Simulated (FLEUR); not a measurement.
# NaH (Fm-3m) in FLEUR: notebook

One crystal, NaH, is run at these levels: PBE; tasks: equation of state.

All numbers are computed with FLEUR MaX-R8.1 (later development tree); they aren't measurements. Logs are shortened: lines on timing, memory, paths and dates and some standing lists are left out, and cuts for length are marked.

## (1) The crystal as given

The structure is cubic, space group Fm-3m (No. 225). Conventional cell: a = 4.880 Å, b = 4.880 Å, c = 4.880 Å, α = 90.00°, β = 90.00°, γ = 90.00°. Around Na (site symmetry m-3m) lie 6 H at 2.44 Å. H (site symmetry m-3m) is surrounded by 6 Na at 2.44 Å.

## (2) Equation of state, PBE, 13.66 Å³/atom (volume scaled by 0.94)

Contents of inp.xml:

```xml
<?xml version="1.0" encoding="UTF-8" standalone="no"?>
<fleurInput fleurInputVersion="0.39">
   <comment>
      NaH                                                                                                 
   </comment>
   <calculationSetup>
      <cutoffs Kmax="4.1" Gmax="12.7" GmaxXC="12.7" numbands="0"/>
      <scfLoop itmax="60" minDistance="0.00001" maxIterBroyd="15" imix="Anderson" alpha="0.05" precondParam="0.0" spinf="2.0" sdNocoIR="T"/>
      <coreElectrons ctail="T" frcor="F" kcrel="0" coretail_lmax="0"/>
      <xcFunctional name="pbe" relativisticCorrections="F"/>
      <magnetism jspins="1"/>
      <soc l_soc="F" theta="0.0" phi="0.0" spav="F"/>
      <expertModes spex="0" secvar="F"/>
      <geometryOptimization l_f="F" forcealpha="1.0" forcemix="BFGS" epsdisp="0.0005" epsforce="0.0002"/>
      <ldaU l_linMix="F" mixParam="0.05" spinf="1.0"/>
   </calculationSetup>
   <cell>
      <bzIntegration valenceElectrons="10.0" mode="hist" fermiSmearingEnergy="0.00183747">
         <kPointListSelection listName="default-1"/>
         <!-- k-points included here -->
         <xi:include xmlns:xi="http://www.w3.org/2001/XInclude" href="kpts.xml"> </xi:include>
      </bzIntegration>
      <!-- symmetry operations included here -->
      <xi:include xmlns:xi="http://www.w3.org/2001/XInclude" href="sym.xml"> </xi:include>
      <bulkLattice scale="0.9795861087">
         <bravaisMatrix>
            <row-1>    0.0000000000000000     4.6109317440239996     4.6109317440239996</row-1>
            <row-2>    4.6109317440239996     0.0000000000000000     4.6109317440239996</row-2>
            <row-3>    4.6109317440239996     4.6109317440239996     0.0000000000000000</row-3>
         </bravaisMatrix>
      </bulkLattice>
   </cell>
   <atomSpecies>
      <species name="Sodium (Na)" element="Na" atomicNumber="11">
         <mtSphere radius="2.48" gridPoints="847" logIncrement="0.013"/>
         <atomicCutoffs lmax="10" lnonsphr="8"/>
         <electronConfig flipSpins="F">
            <coreConfig>(1s1/2)</coreConfig>
            <valenceConfig>(2s1/2) (2p1/2) (2p3/2) (3s1/2)</valenceConfig>
            <stateOccupation state="(3s1/2)" spinUp="0.500000" spinDown="0.500000"/>
         </electronConfig>
         <energyParameters s="3" p="2" d="3" f="4"/>
         <lo type="SCLO" l="0" n="2" eDeriv="0"/>
         <lo type="HELO" l="1" n="3" eDeriv="0"/>
         <lo type="HELO" l="1" n="3" eDeriv="1"/>
         <lo type="SCLO" l="2" n="3" eDeriv="2"/>
         <lo type="SCLO" l="3" n="4" eDeriv="2"/>
      </species>
      <species name="Hydrogen (H)" element="H" atomicNumber="1">
         <mtSphere radius="1.66" gridPoints="565" logIncrement="0.015"/>
         <atomicCutoffs lmax="8" lnonsphr="6"/>
         <electronConfig flipSpins="F">
            <coreConfig></coreConfig>
            <valenceConfig>(1s1/2)</valenceConfig>
            <stateOccupation state="(1s1/2)" spinUp="0.500000" spinDown="0.500000"/>
         </electronConfig>
         <energyParameters s="1" p="2" d="3" f="4"/>
         <lo type="SCLO" l="0" n="1" eDeriv="2"/>
         <lo type="SCLO" l="1" n="2" eDeriv="2"/>
      </species>
   </atomSpecies>
   <atomGroups>
      <atomGroup species="Sodium (Na)">
         <relPos label="                   1">.0000000000 .0000000000 .0000000000</relPos>
         <force calculate="T" relaxXYZ="TTT"/>
      </atomGroup>
      <atomGroup species="Hydrogen (H)">
         <relPos label="                   2">1.000/2.000 1.000/2.000 1.000/2.000</relPos>
         <force calculate="T" relaxXYZ="TTT"/>
      </atomGroup>
   </atomGroups>
   <output dos="F" band="F" slice="F">
      <checks vchk="F" cdinf="F"/>
      <bandDOS minEnergy="-.5*Htr" maxEnergy="0.5*Htr" sigma="0.015" storeEVData="T"/>
      <vacuumDOS vacdos="F" integ="F" star="F" nstars="0" locx1="0.0" locy1="0.0" locx2="0.0" locy2="0.0" nstm="0" tworkf="0.0"/>
      <unfoldingBand unfoldBand="F" supercellX="1" supercellY="1" supercellZ="1"/>
      <plotting iplot="0" polar="F">
         <plot TwoD="T" vec1="  1.0  0.0  0.0" vec2="  0.0  1.0  0.0" vec3="  0.0  0.0  1.0" zero="  0.0  0.0  0.0" file="plot"/>
      </plotting>
      <chargeDensitySlicing numkpt="0" minEigenval="0.0" maxEigenval="0.0" nnne="0" pallst="F"/>
      <specialOutput eonly="F"/>
      <moessbauerParams electricFieldGradient="T" isomerShift="T" coreHyperfine="T" valenceHyperfine="T"/>
      <magneticCircularDichroism mcd="F" energyLo="-10.0" energyUp="0.0"/>
   </output>
  <!-- We include the file relax.xml here to enable relaxations (see documentation) -->
  <xi:include xmlns:xi="http://www.w3.org/2001/XInclude" href="relax.xml"> <xi:fallback/> </xi:include>
</fleurInput>
```

Potentials or basis: all-electron, FLAPW.

On the command line:

```sh
inpgen -f crystal.txt -profile fastHighL
# inp.xml edited to the form shown
fleur_MPI
```

What it wrote:

```text
Welcome to FLEUR        (www.flapw.de)
      MaX-Release 8.1          (www.max-centre.eu)

 ========== k-point set info ==========
 Selected k-point list: default-1
 k-point list type: mesh
 9 x 9 x 9
 Number of k points: 35

 ------------Calculation Setup---------------------------
 Number of MPI-tasks      :            1
 Number of PE/node        :            1
 Number of OMP-threads    :            1
 Most efficient MPI parallelization for:
           1           5           7          35
 Additional eigenvalue parallelization possible
 Number of basis functions:          291
 Approximate size of matrices (H+S) per k-point:         0.001 GB
 --------------------------------------------------------
Nuclear radius smaller than smallest radial mesh point for atom type 2 -- skipping its core isomer shift
Nuclear radius smaller than smallest radial mesh point for atom type 2 -- skipping its isomer shift
 Iteration:     1   Distance:       9.16568243 me/bohr^3
Nuclear radius smaller than smallest radial mesh point for atom type 2 -- skipping its core isomer shift
Nuclear radius smaller than smallest radial mesh point for atom type 2 -- skipping its isomer shift
 Iteration:     2   Distance:       8.45125342 me/bohr^3
Nuclear radius smaller than smallest radial mesh point for atom type 2 -- skipping its core isomer shift
Nuclear radius smaller than smallest radial mesh point for atom type 2 -- skipping its isomer shift
 Iteration:     3   Distance:       1.42563927 me/bohr^3
Nuclear radius smaller than smallest radial mesh point for atom type 2 -- skipping its core isomer shift
Nuclear radius smaller than smallest radial mesh point for atom type 2 -- skipping its isomer shift
 Iteration:     4   Distance:       0.99010488 me/bohr^3
Nuclear radius smaller than smallest radial mesh point for atom type 2 -- skipping its core isomer shift
Nuclear radius smaller than smallest radial mesh point for atom type 2 -- skipping its isomer shift
 Iteration:     5   Distance:       0.75363502 me/bohr^3
Nuclear radius smaller than smallest radial mesh point for atom type 2 -- skipping its core isomer shift
Nuclear radius smaller than smallest radial mesh point for atom type 2 -- skipping its isomer shift
 Iteration:     6   Distance:       0.26498778 me/bohr^3
Nuclear radius smaller than smallest radial mesh point for atom type 2 -- skipping its core isomer shift
Nuclear radius smaller than smallest radial mesh point for atom type 2 -- skipping its isomer shift
 Iteration:     7   Distance:       0.05548016 me/bohr^3
Nuclear radius smaller than smallest radial mesh point for atom type 2 -- skipping its core isomer shift
Nuclear radius smaller than smallest radial mesh point for atom type 2 -- skipping its isomer shift
 Iteration:     8   Distance:       0.00785083 me/bohr^3
Nuclear radius smaller than smallest radial mesh point for atom type 2 -- skipping its core isomer shift
Nuclear radius smaller than smallest radial mesh point for atom type 2 -- skipping its isomer shift
 Iteration:     9   Distance:       0.00374279 me/bohr^3
Nuclear radius smaller than smallest radial mesh point for atom type 2 -- skipping its core isomer shift
Nuclear radius smaller than smallest radial mesh point for atom type 2 -- skipping its isomer shift
 Iteration:    10   Distance:       0.00133194 me/bohr^3
Nuclear radius smaller than smallest radial mesh point for atom type 2 -- skipping its core isomer shift
Nuclear radius smaller than smallest radial mesh point for atom type 2 -- skipping its isomer shift
 Iteration:    11   Distance:       0.00079631 me/bohr^3
Nuclear radius smaller than smallest radial mesh point for atom type 2 -- skipping its core isomer shift
Nuclear radius smaller than smallest radial mesh point for atom type 2 -- skipping its isomer shift
 Iteration:    12   Distance:       0.00005921 me/bohr^3
Nuclear radius smaller than smallest radial mesh point for atom type 2 -- skipping its core isomer shift
Nuclear radius smaller than smallest radial mesh point for atom type 2 -- skipping its isomer shift
 Iteration:    13   Distance:       0.00002078 me/bohr^3
Nuclear radius smaller than smallest radial mesh point for atom type 2 -- skipping its core isomer shift
Nuclear radius smaller than smallest radial mesh point for atom type 2 -- skipping its isomer shift
 Iteration:    14   Distance:       0.00000198 me/bohr^3

 ********************************************************************
 Run finished successfully
 Stop message:
   all done
 ********************************************************************
```

Run time: 20 s. Hardware: 1 thread of Intel Xeon Platinum 8259CL at 2.50GHz (Skylake/Cascade Lake), shared host; peak memory 0.07 GiB.

What came out:

| Item | Value |
| --- | --- |
| Free energy | -4436.3377 eV |
| Band gap on the k mesh | 4.13 eV, indirect (least direct gap 4.84 eV) |
| Valence electrons inside the program's atomic spheres | Na 8.21; H 0.96 (radii Na 2.48, H 1.66 bohr) |

Caveat: an odd mesh through Γ misses points on the zone boundary, where band edges often lie.

## (3) Equation of state, PBE, 13.95 Å³/atom (volume scaled by 0.96)

Edit inp.xml of step 2 so:

```diff
@@ -24,3 +24,3 @@
       <xi:include xmlns:xi="http://www.w3.org/2001/XInclude" href="sym.xml"> </xi:include>
-      <bulkLattice scale="0.9795861087">
+      <bulkLattice scale="0.9864848297">
          <bravaisMatrix>
```

Potentials or basis: all-electron, FLAPW.

On the command line:

```sh
inpgen -f crystal.txt -profile fastHighL
# inp.xml edited to the form shown
fleur_MPI
```

Wall time 20 s (1 thread of Intel Xeon Platinum 8259CL at 2.50GHz (Skylake/Cascade Lake), shared host); peak memory 0.07 GiB.

Results (log left out):

```
Free energy                                           : -4436.3397 eV
Band gap on the k mesh                                : 4.09 eV, indirect (least direct gap 4.80 eV)
Valence electrons inside the program's atomic spheres : Na 8.20; H 0.95 (radii Na 2.48, H 1.66 bohr)
```

Caveat: an odd mesh through Γ misses points on the zone boundary, where band edges often lie.

## (4) Equation of state, PBE, 14.24 Å³/atom (volume scaled by 0.98)

Edit inp.xml of step 3 so:

```diff
@@ -24,3 +24,3 @@
       <xi:include xmlns:xi="http://www.w3.org/2001/XInclude" href="sym.xml"> </xi:include>
-      <bulkLattice scale="0.9864848297">
+      <bulkLattice scale="0.9932883884">
          <bravaisMatrix>
```

On the command line:

```sh
inpgen -f crystal.txt -profile fastHighL
# inp.xml edited to the form shown
fleur_MPI
```

Wall time 20 s (1 thread of Intel Xeon Platinum 8259CL at 2.50GHz (Skylake/Cascade Lake), shared host); peak memory 0.07 GiB.

It converged, with:

- Free energy: -4436.3398 eV
- Band gap on the k mesh: 4.05 eV, indirect (least direct gap 4.75 eV)
- Valence electrons inside the program's atomic spheres: Na 8.19; H 0.95 (radii Na 2.48, H 1.66 bohr)

Caveat: an odd mesh through Γ misses points on the zone boundary, where band edges often lie.

## (5) Equation of state, PBE, 14.53 Å³/atom

Edit inp.xml of step 4 so:

```diff
@@ -24,3 +24,3 @@
       <xi:include xmlns:xi="http://www.w3.org/2001/XInclude" href="sym.xml"> </xi:include>
-      <bulkLattice scale="0.9932883884">
+      <bulkLattice scale="1.0000000000">
          <bravaisMatrix>
```

On the command line:

```sh
inpgen -f crystal.txt -profile fastHighL
# inp.xml edited to the form shown
fleur_MPI
```

It took 21 s on 1 thread of Intel Xeon Platinum 8259CL at 2.50GHz (Skylake/Cascade Lake), shared host; peak memory 0.07 GiB.

The run converged. Its results:

```yaml
Free_energy: -4436.3383 eV
Band_gap_on_the_k_mesh: 4.01 eV, indirect (least direct gap 4.70 eV)
Valence_electrons_inside_the_program's_atomic_spheres: Na 8.18; H 0.94 (radii Na 2.48, H 1.66 bohr)
```

Caveat: an odd mesh through Γ misses points on the zone boundary, where band edges often lie.

## (6) Equation of state, PBE, 14.82 Å³/atom (volume scaled by 1.02)

Edit inp.xml of step 5 so:

```diff
@@ -24,3 +24,3 @@
       <xi:include xmlns:xi="http://www.w3.org/2001/XInclude" href="sym.xml"> </xi:include>
-      <bulkLattice scale="1.0000000000">
+      <bulkLattice scale="1.0066227096">
          <bravaisMatrix>
```

Potentials or basis: all-electron, FLAPW.

On the command line:

```sh
inpgen -f crystal.txt -profile fastHighL
# inp.xml edited to the form shown
fleur_MPI
```

It took 21 s on 1 thread of Intel Xeon Platinum 8259CL at 2.50GHz (Skylake/Cascade Lake), shared host; peak memory 0.07 GiB.

It converged, with:

| Item | Value |
| --- | --- |
| Free energy | -4436.3353 eV |
| Band gap on the k mesh | 3.98 eV, indirect (least direct gap 4.66 eV) |
| Valence electrons inside the program's atomic spheres | Na 8.18; H 0.94 (radii Na 2.48, H 1.66 bohr) |

Caveat: an odd mesh through Γ misses points on the zone boundary, where band edges often lie.

## (7) Equation of state, PBE, 15.11 Å³/atom (volume scaled by 1.04)

Edit inp.xml of step 6 so:

```diff
@@ -24,3 +24,3 @@
       <xi:include xmlns:xi="http://www.w3.org/2001/XInclude" href="sym.xml"> </xi:include>
-      <bulkLattice scale="1.0066227096">
+      <bulkLattice scale="1.0131594038">
          <bravaisMatrix>
```

On the command line:

```sh
inpgen -f crystal.txt -profile fastHighL
# inp.xml edited to the form shown
fleur_MPI
```

Wall time 22 s (1 thread of Intel Xeon Platinum 8259CL at 2.50GHz (Skylake/Cascade Lake), shared host); peak memory 0.07 GiB.

It converged, with:

```yaml
Free_energy: -4436.3309 eV
Band_gap_on_the_k_mesh: 3.94 eV, indirect (least direct gap 4.61 eV)
Valence_electrons_inside_the_program's_atomic_spheres: Na 8.17; H 0.93 (radii Na 2.48, H 1.66 bohr)
```

Caveat: an odd mesh through Γ misses points on the zone boundary, where band edges often lie.

## (8) Equation of state, PBE, 15.40 Å³/atom (volume scaled by 1.06)

Edit inp.xml of step 7 so:

```diff
@@ -24,3 +24,3 @@
       <xi:include xmlns:xi="http://www.w3.org/2001/XInclude" href="sym.xml"> </xi:include>
-      <bulkLattice scale="1.0131594038">
+      <bulkLattice scale="1.0196128224">
          <bravaisMatrix>
```

On the command line:

```sh
inpgen -f crystal.txt -profile fastHighL
# inp.xml edited to the form shown
fleur_MPI
```

Wall time 22 s (1 thread of Intel Xeon Platinum 8259CL at 2.50GHz (Skylake/Cascade Lake), shared host); peak memory 0.07 GiB.

It converged, with:

- Free energy: -4436.3252 eV
- Band gap on the k mesh: 3.90 eV, indirect (least direct gap 4.57 eV)
- Valence electrons inside the program's atomic spheres: Na 8.16; H 0.93 (radii Na 2.48, H 1.66 bohr)

Caveat: an odd mesh through Γ misses points on the zone boundary, where band edges often lie.

## (9) Equation of state, PBE

Potentials or basis: all-electron, FLAPW.

No new run: the results of the series are fitted here.

What came out:

* Equilibrium volume: 14.11 Å³/atom
* Bulk modulus: 23 GPa
* Pressure derivative of the bulk modulus: 3.7

Energy against volume, from the lowest point:
```tsv
volume (Å³/atom)	energy (meV/atom)
13.655	1.06
13.946	0.07
14.236	0.00
14.527	0.76
14.817	2.27
15.108	4.47
15.398	7.29
```
